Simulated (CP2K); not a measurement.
# InP (F-43m) in CP2K: settings compared

One crystal, InP, is run at these levels: PBEsol, RPBE, PBE, LDA; tasks: single point, atomic charges.

Program: CP2K 2026.2. These are calculated values, not measurements. Logs are shortened: lines on timing, memory, paths and dates and some standing lists are left out, and cuts for length are marked.

**Experimental background.**

From a printed reference work, data compilation, for a bulk crystal of InP at 1.6 K: band gap 1.4236 eV (direct).

How close the calculation comes is told below.

## Step 1: The structure

The structure is cubic, space group F-43m (No. 216). The conventional cell has a = 5.861 Å, b = 5.861 Å, c = 5.861 Å, α = 90.00°, β = 90.00°, γ = 90.00°. In (site symmetry -43m) has 4 P at 2.54 Å as nearest neighbours. P (site symmetry -43m) has 4 In at 2.54 Å as nearest neighbours.

## Step 2: Single point, PBEsol

File inp_scf.inp:

```
&GLOBAL
  PROJECT inp_scf
  RUN_TYPE ENERGY_FORCE
  PRINT_LEVEL LOW
&END GLOBAL
&FORCE_EVAL
  METHOD QS
  STRESS_TENSOR ANALYTICAL
  &DFT
    BASIS_SET_FILE_NAME BASIS_MOLOPT_UZH
    POTENTIAL_FILE_NAME POTENTIAL_UZH
    &MGRID
      CUTOFF 450
      REL_CUTOFF 60
      NGRIDS 5
    &END MGRID
    &QS
      METHOD GPW
      EPS_DEFAULT 1.0E-10
    &END QS
    &KPOINTS
      SCHEME MONKHORST-PACK 8 8 8
      GAMMA_CENTERED T
      SYMMETRY T
      SYMMETRY_BACKEND SPGLIB
    &END KPOINTS
    &SCF
      SCF_GUESS ATOMIC
      EPS_SCF 1.0E-6
      MAX_SCF 100
      ADDED_MOS 10
      CHOLESKY OFF
      EPS_EIGVAL 1.0E-7
      &DIAGONALIZATION ON
        ALGORITHM STANDARD
      &END DIAGONALIZATION
      &MIXING ON
        METHOD BROYDEN_MIXING
        ALPHA 0.4
        BETA 1.5
        NBUFFER 8
      &END MIXING
      &SMEAR ON
        METHOD GAUSSIAN
        SIGMA [eV] 0.05
      &END SMEAR
    &END SCF
    &XC
      &XC_FUNCTIONAL
        &GGA_X_PBE_SOL
        &END GGA_X_PBE_SOL
        &GGA_C_PBE_SOL
        &END GGA_C_PBE_SOL
      &END XC_FUNCTIONAL
    &END XC
    &PRINT
      &KPOINTS ON
      &END KPOINTS
      &MULLIKEN ON
      &END MULLIKEN
      &MO ON
        ENERGIES T
        OCCUPATION_NUMBERS T
        &EACH
          QS_SCF 0
        &END EACH
        ADD_LAST NUMERIC
      &END MO
    &END PRINT
  &END DFT
  &SUBSYS
    &CELL
      A 4.1443528445 0.0000000000 0.0000000000
      B 2.0721764223 3.5891148456 0.0000000000
      C 2.0721764223 1.1963716152 3.3838499277
      PERIODIC XYZ
    &END CELL
    &COORD
      SCALED
      In  0.0000000000 0.0000000000 0.0000000000
      P   0.7500000000 0.7500000000 0.7500000000
    &END COORD
    &KIND In
      BASIS_SET TZVP-MOLOPT-PBE-GTH-q13
      POTENTIAL GTH-PBE-q13
    &END KIND
    &KIND P
      BASIS_SET TZVP-MOLOPT-PBE-GTH-q5
      POTENTIAL GTH-PBE-q5
    &END KIND
    &PRINT
      &ATOMIC_COORDINATES ON
      &END ATOMIC_COORDINATES
      &CELL ON
      &END CELL
    &END PRINT
  &END SUBSYS
  &PRINT
    &FORCES ON
    &END FORCES
    &STRESS_TENSOR ON
    &END STRESS_TENSOR
  &END PRINT
&END FORCE_EVAL
```

Potentials or basis: POTENTIAL_UZH In GTH-PBE-q13, P GTH-PBE-q5; TZVP-MOLOPT-PBE-GTH basis.

On the command line:

```
> OMP_NUM_THREADS=1 cp2k.psmp -i inp_scf.inp -o inp_scf.out
```

inp_scf.out:

```text

 CP2K| version string:                                       CP2K version 2026.2
 CP2K| Input file name                                               inp_scf.inp

 GLOBAL| Force Environment number                                              1
 GLOBAL| Basis set file name                                    BASIS_MOLOPT_UZH
 GLOBAL| Potential file name                                       POTENTIAL_UZH
 GLOBAL| MM Potential file name                                     MM_POTENTIAL
 GLOBAL| Coordinate file name                                      __STD_INPUT__
 GLOBAL| Method name                                                        CP2K
 GLOBAL| Project name                                                    inp_scf
 GLOBAL| Run type                                                   ENERGY_FORCE
 GLOBAL| FFT library                                                       FFTW3
 GLOBAL| Diagonalization library                                       ScaLAPACK
 GLOBAL| Cholesky decomposition library                                ScaLAPACK
 GLOBAL| DGEMM library                                                      BLAS
 GLOBAL| Direct generalized diagonalization requested                          F
 GLOBAL| Matrix multiplication library                                 ScaLAPACK
 GLOBAL| Global print level                                                  LOW
 GLOBAL| Total number of message passing processes                             1
 GLOBAL| Number of threads for this process                                    1
 GLOBAL| CPU model name                                                  UNKNOWN

 CELL| Volume [angstrom^3]:                                            50.333273
 CELL| Vector a [angstrom]:       4.144     0.000     0.000   |a| =     4.144353
 CELL| Vector b [angstrom]:       2.072     3.589     0.000   |b| =     4.144353
 CELL| Vector c [angstrom]:       2.072     1.196     3.384   |c| =     4.144353
 CELL| Angle (b,c), alpha [degree]:                                    60.000000
 CELL| Angle (a,c), beta  [degree]:                                    60.000000
 CELL| Angle (a,b), gamma [degree]:                                    60.000000
 CELL| Numerically orthorhombic:                                              NO
 CELL| Periodicity                                                           XYZ

 CELL_REF| Volume [angstrom^3]:                                        50.333273
 CELL_REF| Vector a [angstrom     4.144     0.000     0.000   |a| =     4.144353
 CELL_REF| Vector b [angstrom     2.072     3.589     0.000   |b| =     4.144353
 CELL_REF| Vector c [angstrom     2.072     1.196     3.384   |c| =     4.144353
 CELL_REF| Angle (b,c), alpha [degree]:                                60.000000
 CELL_REF| Angle (a,c), beta  [degree]:                                60.000000
 CELL_REF| Angle (a,b), gamma [degree]:                                60.000000
 CELL_REF| Numerically orthorhombic:                                          NO
 CELL_REF| Periodicity                                                       XYZ

 GENERATE|  Preliminary Number of Bonds generated:                             0
 GENERATE|  Achieved consistency in connectivity generation.

 *******************************************************************************
 *******************************************************************************
 **            Copyright (C) by CP2K developers group (2000-2026)             **
 *******************************************************************************

 TOTAL NUMBERS AND MAXIMUM NUMBERS

  Total number of            - Atomic kinds:                                   2
                             - Atoms:                                          2
                             - Shell sets:                                     2
                             - Shells:                                        17
                             - Primitive Cartesian functions:                 10
                             - Cartesian basis functions:                     58
                             - Spherical basis functions:                     51

  Maximum angular momentum of- Orbital basis functions:                        3
                             - Local part of the GTH pseudopotential:          0
                             - Non-local part of the GTH pseudopotential:      4

 MODULE QUICKSTEP: ATOMIC COORDINATES IN ANGSTROM

   Atom Kind Element         X             Y             Z       Z(eff)     Mass
      1    1 In   49      0.000000      0.000000      0.000000  13.0000 114.8180
      2    2 P    15      6.216529      3.589115      2.537887   5.0000  30.9738

 SCF PARAMETERS         Density guess:                                    ATOMIC
[... 12 lines left out ...]
                        --------------------------------------------------------
                        Mixing method:                            BROYDEN_MIXING
                                                charge density mixing in g-space
                        --------------------------------------------------------
                        Smear method:                                   GAUSSIAN
                        Smearing width (sigma) [a.u.]:                  1.84E-03
                        Accuracy threshold:                             1.00E-10
                        --------------------------------------------------------
                        No outer SCF

 *******************************************************************************
                                    Kpoints
 *******************************************************************************
 BRILLOUIN| K-point scheme                                        Monkhorst-Pack
 BRILLOUIN| K-Point grid                                             8    8    8
 BRILLOUIN| Gamma-centered k-point mesh                                     ON
 BRILLOUIN| K-point symmetry accuracy                               0.100000E-05
 BRILLOUIN| K-Point point group symmetrization                                ON
 BRILLOUIN| Symmetry backend                                             SPGLIB
 BRILLOUIN| Symmetry reduction method                                    SPGLIB
 BRILLOUIN| Wavefunction type                                            COMPLEX
 BRILLOUIN| List of Kpoints [2 Pi/Bohr]                                       29
 BRILLOUIN| Number           Weight            X              Y              Z
 BRILLOUIN|     1           0.01562       -0.37500       -0.37500       -0.37500
 BRILLOUIN|     2           0.04688       -0.37500       -0.37500       -0.25000
 BRILLOUIN|     3           0.04688       -0.37500       -0.37500       -0.12500
 BRILLOUIN|     4           0.01172       -0.37500       -0.37500        0.00000
 BRILLOUIN|     5           0.04688       -0.37500       -0.37500        0.12500
 BRILLOUIN|     6           0.02344       -0.37500       -0.37500        0.25000
[... 21 lines left out ...]
 BRILLOUIN|    28           0.00781        0.00000        0.00000        0.50000
 BRILLOUIN|    29           0.00586        0.00000        0.50000        0.50000
 *******************************************************************************

 Extrapolation method: initial_guess

 Number of electrons:                                                         18
 Number of occupied orbitals:                                                  9
 Number of molecular orbitals:                                                19

 Number of orbital functions:                                                 51
 Number of independent orbital functions:                                     51

 SCF WAVEFUNCTION OPTIMIZATION

  Step     Update method      Time    Convergence         Total energy    Change
  ------------------------------------------------------------------------------
     1 NoMix/Diag. 0.40E+00    3.0     1.10642285       -62.9072269289 -6.29E+01
     2 Broy./Diag. 0.40E+00    2.8     0.03813792       -62.9450126794 -3.78E-02
     3 Broy./Diag. 0.40E+00    2.8     0.08504772       -62.8234642769  1.22E-01
     4 Broy./Diag. 0.40E+00    2.8     0.00622273       -62.7993834782  2.41E-02
     5 Broy./Diag. 0.40E+00    2.8     0.00259790       -62.8131609210 -1.38E-02
     6 Broy./Diag. 0.40E+00    2.8     0.00182415       -62.8084335427  4.73E-03
     7 Broy./Diag. 0.40E+00    2.8     0.00094612       -62.8098226250 -1.39E-03
     8 Broy./Diag. 0.40E+00    2.8     0.00103037       -62.8148457165 -5.02E-03
     9 Broy./Diag. 0.40E+00    2.8     0.00008683       -62.8174150048 -2.57E-03
    10 Broy./Diag. 0.40E+00    2.8     0.00001226       -62.8173731577  4.18E-05
    11 Broy./Diag. 0.40E+00    2.8     0.00004587       -62.8172634072  1.10E-04
    12 Broy./Diag. 0.40E+00    2.8     0.00000498       -62.8172295808  3.38E-05
    13 Broy./Diag. 0.40E+00    2.8     0.00000281       -62.8172187819  1.08E-05
    14 Broy./Diag. 0.40E+00    2.8     0.00000042       -62.8172117954  6.99E-06

  *** SCF run converged in    14 steps ***

  Electronic density on regular grids:        -17.9999999976        0.0000000024
  Core density on regular grids:               17.9999999981       -0.0000000019
  Total charge density on r-space grids:        0.0000000004
  Total charge density g-space grids:           0.0000000004

  Overlap energy of the core charge distribution:               0.00000000011462
  Self energy of the core charge distribution:               -106.35828909080011
  Core Hamiltonian energy:                                     31.59039053703458
  Hartree energy:                                              20.96118769204723
  Exchange-correlation energy:                                 -9.01050093376967
  Smearing free energy correction:                             -0.00000000000000
  Fermi energy:                                                 0.18555711771830

  Total energy:                                               -62.81721179537334
  Total energy (extrapolated to sigma->0):                    -62.81721179537334

 MO| EIGENVALUES AND OCCUPATION NUMBERS FOR K POINT 1
 MO|
 MO|  Index      Eigenvalue [a.u.]        Eigenvalue [eV]             Occupation
 MO|      1              -0.350604              -9.540412               2.000000
 MO|      2              -0.345434              -9.399740               2.000000
 MO|      3              -0.345434              -9.399740               2.000000
 MO|      4              -0.340478              -9.264868               2.000000
 MO|      5              -0.340478              -9.264868               2.000000
 MO|      6              -0.201162              -5.473897               2.000000
[... 349 lines left out ...]
 MO|     18               0.742899              20.215310               0.000000
 MO|     19               0.784826              21.356196               0.000000
 MO| Sum:                                                              18.000000
 MO| E(Fermi):            0.185557 a.u.          5.049266 eV
 MO| Band gap:            0.170896 a.u.          4.650320 eV

 [... the levels of further k-points ...]

 !-----------------------------------------------------------------------------!
                     Mulliken Population Analysis

 #  Atom  Element  Kind  Atomic population                           Net charge
       1     In       1         12.532938                              0.467062
       2     P        2          5.467062                             -0.467062
 # Total charge                             18.000000                 -0.000000

 !-----------------------------------------------------------------------------!

 ENERGY| Total FORCE_EVAL ( QS ) energy [hartree]            -62.817210400607919

 FORCES| Atomic forces [hartree/bohr]
 FORCES|   Atom     x               y               z               |f|
 FORCES|      1  9.43336102E-10 -4.46778841E-09 -1.29965245E-08   1.37753644E-08
 FORCES|      2 -2.63105122E-10  4.86021095E-09  1.32742900E-08   1.41385165E-08
 FORCES| Sum     6.80230981E-10  3.92422537E-10  2.77765472E-10
 FORCES| Total atomic force                                       8.32984569E-10

 STRESS| Analytical stress tensor [bar]
 STRESS|                        x                   y                   z
 STRESS|      x        1.58917861598E+04  -6.49918412465E-02  -5.16095477505E-02
 STRESS|      y       -6.49918412465E-02   1.58918342430E+04  -1.06339370422E-01
 STRESS|      z       -5.16095477505E-02  -1.06339370422E-01   1.58918796122E+04
 STRESS| 1/3 Trace                                             1.58918333383E+04
 STRESS| Determinant                                           4.01348833924E+12

 STRESS| Eigenvectors and eigenvalues of the analytical stress tensor [bar]
 STRESS|                        1                   2                   3
 STRESS| Eigenvalues   1.58916820463E+04   1.58918523052E+04   1.58919656636E+04
 STRESS|      x           0.623311018439     -0.781957030482      0.005155266459
 STRESS|      y           0.608940410288      0.481239468893     -0.630555429996
 STRESS|      z           0.490586333902      0.396171397326      0.776127098438
```

Run time: 47 s. Hardware: 1 thread of Arm Neoverse V2, shared host; peak memory 0.33 GiB.

What came out:

```
Free energy            : -1709.3432 eV
Pressure               : 1.6 GPa
Band gap on the k mesh : 0.59 eV, direct
Mulliken charges       : In +0.47; P -0.47 e
```

Levels at points of the mesh, in eV from the valence-band top:
```
           k point  band 6  band 7  band 8  band 9  band 10  band 11  band 12  band 13
(0.00, 0.00, 0.00)  -11.60    0.00    0.00    0.00     0.59     4.01     4.01     4.01
(0.00, 0.00, 0.50)   -9.84   -5.85   -1.00   -1.00     1.39     4.78     4.78     7.14
(0.00, 0.50, 0.50)   -9.17   -5.86   -2.39   -2.39     1.63     2.17     9.19     9.63
```

Caveat: Mulliken charges move with the basis; the potentials were made for another functional, which shifts forces and pressure; spin-orbit coupling is left out, which moves the levels of the heavy elements; the basis of atomic orbitals isn't converged, which shifts pressures, moduli and gaps.

## Step 3: Single point, PBEsol

inp_scf.inp: that of step 2 with these lines changed.

```diff
@@ -44,3 +44,3 @@
         METHOD GAUSSIAN
-        SIGMA [eV] 0.05
+        SIGMA [eV] 0.02
       &END SMEAR
@@ -68,2 +68,7 @@
       &END MO
+      &LOWDIN ON
+      &END LOWDIN
+      &HIRSHFELD ON
+        SHAPE_FUNCTION DENSITY
+      &END HIRSHFELD
     &END PRINT
@@ -78,5 +83,4 @@
     &COORD
-      SCALED
       In  0.0000000000 0.0000000000 0.0000000000
-      P   0.7500000000 0.7500000000 0.7500000000
+      P   6.2165292668 3.5891148456 2.5378874458
     &END COORD
@@ -95,2 +99,4 @@
       &END CELL
+      &SYMMETRY ON
+      &END SYMMETRY
     &END PRINT
```

Potentials or basis: POTENTIAL_UZH In GTH-PBE-q13, P GTH-PBE-q5; TZVP-MOLOPT-PBE-GTH basis.

On the command line:

```
> OMP_NUM_THREADS=1 cp2k.psmp -i inp_scf.inp -o inp_scf.out
```

Run time: 48 s. Hardware: 1 thread of Arm Neoverse V2, shared host; peak memory 0.33 GiB.

Results (log left out):

```
Free energy            : -1709.3432 eV
Pressure               : 1.6 GPa
Band gap on the k mesh : 0.59 eV, direct
Mulliken charges       : In +0.47; P -0.47 e
Hirshfeld charges      : In +0.21; P -0.21 e
```

Levels at points of the mesh, in eV from the valence-band top:
```tsv
k point	band 5	band 6	band 7	band 8	band 9	band 10	band 11	band 12	band 13	band 14
(0.00, 0.00, 0.00)	-14.03	-11.60	0.00	0.00	0.00	0.59	4.01	4.01	4.01	8.90
(0.00, 0.00, 0.50)	-14.02	-9.84	-5.85	-1.00	-1.00	1.39	4.78	4.78	7.14	10.12
(0.00, 0.50, 0.50)	-14.00	-9.17	-5.86	-2.39	-2.39	1.63	2.17	9.19	9.63	9.63
```

Caveat: Mulliken charges move with the basis; the potentials were made for another functional, which shifts forces and pressure; spin-orbit coupling is left out, which moves the levels of the heavy elements; the basis of atomic orbitals isn't converged, which shifts pressures, moduli and gaps.

## Step 4: Single point, RPBE

inp_scf.inp: that of step 3 with these lines changed.

```diff
@@ -14,3 +14,3 @@
       REL_CUTOFF 60
-      NGRIDS 5
+      NGRIDS 4
     &END MGRID
@@ -44,3 +44,3 @@
         METHOD GAUSSIAN
-        SIGMA [eV] 0.02
+        SIGMA [eV] 0.05
       &END SMEAR
@@ -49,6 +49,6 @@
       &XC_FUNCTIONAL
-        &GGA_X_PBE_SOL
-        &END GGA_X_PBE_SOL
-        &GGA_C_PBE_SOL
-        &END GGA_C_PBE_SOL
+        &GGA_X_RPBE
+        &END GGA_X_RPBE
+        &GGA_C_PBE
+        &END GGA_C_PBE
       &END XC_FUNCTIONAL
@@ -68,7 +68,2 @@
       &END MO
-      &LOWDIN ON
-      &END LOWDIN
-      &HIRSHFELD ON
-        SHAPE_FUNCTION DENSITY
-      &END HIRSHFELD
     &END PRINT
@@ -83,4 +78,5 @@
     &COORD
+      SCALED
       In  0.0000000000 0.0000000000 0.0000000000
-      P   6.2165292668 3.5891148456 2.5378874458
+      P   0.7500000000 0.7500000000 0.7500000000
     &END COORD
@@ -99,4 +95,2 @@
       &END CELL
-      &SYMMETRY ON
-      &END SYMMETRY
     &END PRINT
```

On the command line:

```
> OMP_NUM_THREADS=1 cp2k.psmp -i inp_scf.inp -o inp_scf.out
```

It took 56 s on 1 thread of Arm Neoverse V2, shared host; peak memory 0.33 GiB.

Results (log left out):

* Free energy: -1713.1445 eV
* Pressure: 5.2 GPa
* Band gap on the k mesh: 0.78 eV, direct
* Mulliken charges: In +0.64; P -0.64 e

Levels at points of the mesh, in eV from the valence-band top:
| k point | band 5 | band 6 | band 7 | band 8 | band 9 | band 10 | band 11 | band 12 | band 13 | band 14 |
| --- | --- | --- | --- | --- | --- | --- | --- | --- | --- | --- |
| (0.00, 0.00, 0.00) | -14.18 | -11.52 | 0.00 | 0.00 | 0.00 | 0.78 | 4.18 | 4.18 | 4.18 | 9.31 |
| (0.00, 0.00, 0.50) | -14.17 | -9.83 | -5.70 | -0.97 | -0.97 | 1.59 | 4.96 | 4.96 | 7.43 | 10.47 |
| (0.00, 0.50, 0.50) | -14.15 | -9.18 | -5.73 | -2.31 | -2.31 | 1.93 | 2.38 | 9.42 | 9.76 | 9.76 |

Caveat: Mulliken charges move with the basis; the potentials were made for another functional, which shifts forces and pressure; spin-orbit coupling is left out, which moves the levels of the heavy elements; the basis of atomic orbitals isn't converged, which shifts pressures, moduli and gaps.

(Part 1 of 2 ends here.)
